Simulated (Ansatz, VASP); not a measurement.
**Mo: VASP beside Ansatz**

File INCAR:

```
PREC = Accurate
ENCUT = 520
EDIFF = 1E-6
ISMEAR = 0
SIGMA = 0.15
LREAL = F
LASPH = T
NELM = 80
ALGO = Fast
ISIF = 2
LWAVE = F
LCHARG = T
GGA = PE
LELF = T
LVHAR = T
NBANDS = 13
```

File KPOINTS:

```
Automatic mesh
0
Gamma
  21 21 18
```

Contents of POSCAR:

```
Mo
1.0
    2.6534450853      0.0000000000      0.0000000000
   -1.3267225426      2.2979508514      0.0000000000
    0.0000000000      0.0000000000      2.5551807000
Mo
1
Direct
    0.0000000000      0.0000000000      0.5000000000
```

Input for Ansatz:

```yaml
crystal:
  lattice:
    - [2.6534450853, 0.0, 0.0]
    - [-1.3267225426, 2.2979508514, 0.0]
    - [0.0, 0.0, 2.5551807]
  atoms:
    - { symbol: Mo, position: [0.0, 0.0, 0.5] }
basis:
  ecutwfc: 420
kpoints:
  mp_grid: { grid: [21, 21, 18] }
hamiltonian:
  xc: pbe
scf:
  occupations: { method: gaussian, width: 0.15 }
output:
  forces: true
  stress: true
  eigenvalues: true
```

Change from the starting cell: strain -0.030 along x and y, +0.000 along z, atoms carried along.

Alike in both runs: task single point; functional PBE; k mesh 21 × 21 × 18; occupations gaussian, width 0.15 eV; no spin polarisation.

|  | VASP | Ansatz |
| --- | --- | --- |
| version | VASP 6.6.1 | Ansatz 0.2.0 |
| potentials or method | VASP PAW PBE potentials, release 64 (Mo_sv) | scalar-relativistic, plane waves, PAW |
| plane-wave cutoff (eV) | 520 | 420 |
| valence electrons in the cell | 14 | 14 |

```tsv
	VASP	Ansatz	Ansatz less VASP
gap on the k mesh at the Fermi level (eV)	none	none	-
pressure (GPa)	20.1	19.4	-0.68
largest component of the traceless stress (GPa)	13.87	13.90	+0.033
```

A gap of «none» marks a metal or a gap that the smearing closes.

Caveats: so large a pressure means that the cell lies far from this level's equilibrium, or that cutoff or potentials fall short (VASP).
